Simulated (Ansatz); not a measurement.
Below is a relaxed structure of InAs. The cell was found from a structure generator's guess, not taken from experiment.

Theory: DFT PBE, scalar-relativistic, plane waves, PAW (Ansatz). Cutoff 420 eV, Γ-centred mesh, Gaussian smearing, no spin polarisation.

The sheet is periodic along a and b; c holds vacuum.

```cif
data_structure
_symmetry_space_group_name_H-M 'P 1'
_symmetry_Int_Tables_number 1
_cell_length_a 4.3560
_cell_length_b 4.3560
_cell_length_c 34.4644
_cell_angle_alpha 90.000
_cell_angle_beta 90.000
_cell_angle_gamma 120.000
_cell_volume 566.34
loop_
_atom_site_label
_atom_site_type_symbol
_atom_site_fract_x
_atom_site_fract_y
_atom_site_fract_z
_atom_site_occupancy
In1 In 0.00000 0.00000 0.35413 1
In2 In 0.00000 0.00000 0.22618 1
As1 As 0.33333 0.66667 0.37374 1
As2 As 0.33333 0.66667 0.20657 1
```

The zero of energy is the elements' standard structures at the same level; no fitted shifts are applied.

(1) What layer group does it have?

(2) What is its formation energy per atom?

(3) Is it a metal?

## Answers

(1) p-6m2 (No. 78). In-plane cell: a = 4.356 Å, b = 4.356 Å, γ = 120.0°, thickness 5.76 Å between the outermost nuclei. In at height 5.09 Å has 3 As at 2.60 Å; As at height 5.76 Å has 3 In at 2.60 Å.

(2) +0.162 eV/atom. It can't be a ground state, since the elements alone are lower.

(3) No, the gap on the 6×6×1 mesh is 0.73 eV.

The last run used a 6×6×1 mesh for its 4-atom cell and Gaussian smearing of 0.02 eV. Kohn–Sham gaps at this level usually fall short of measured ones. The reference form of As is held partly by dispersion forces, which this level lacks. Symmetry constrained the relaxation, so the result can be a saddle point.
